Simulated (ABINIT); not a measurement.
Here is an ABINIT 10.8.3 (patched build) calculation.

The input run.abi:

```
pp_dirpath "./"
pseudos "Sn.GGA_PBE-JTH.xml, O.GGA_PBE-JTH.xml"

structure "poscar:POSCAR"
natom 2

ecut 23.0
pawecutdg 45.0
pawxcdev 0

kptopt 1
ngkpt 9 9 9
nshiftk 1
shiftk 0.0 0.0 0.0

ixc 11

nband 14
occopt 3
tsmear 0.05 eV

nstep 100
tolvrs 1.0e-9

iomode 3
prtwf 0
prtden 0
prteig 0
prtebands 0
```

POSCAR

```
SnO
1.0
    3.1319300000      0.0000000000      0.0000000000
    0.0000000000      3.1319300000      0.0000000000
    0.0000000000      0.0000000000      3.1319300000
Sn O
1 1
Direct
    0.0000000000      0.0000000000      0.0000000000  Sn
    0.5000000000      0.5000000000      0.5000000000  O
```

Potentials or basis: JTH PAW PBE v2.0.

Command:

```sh
$ abinit run.abi > log 2>&1
```

**Question.** Predict the pressure.

**Answer.** -0.2 GPa.

**Question.** Predict the band gap on the k mesh.

**Answer.** 0.47 eV, indirect (least direct gap 0.91 eV).

Caveat: spin-orbit coupling is left out, which moves the levels of the heavy elements; an odd mesh through Γ misses points on the zone boundary, where band edges often lie.
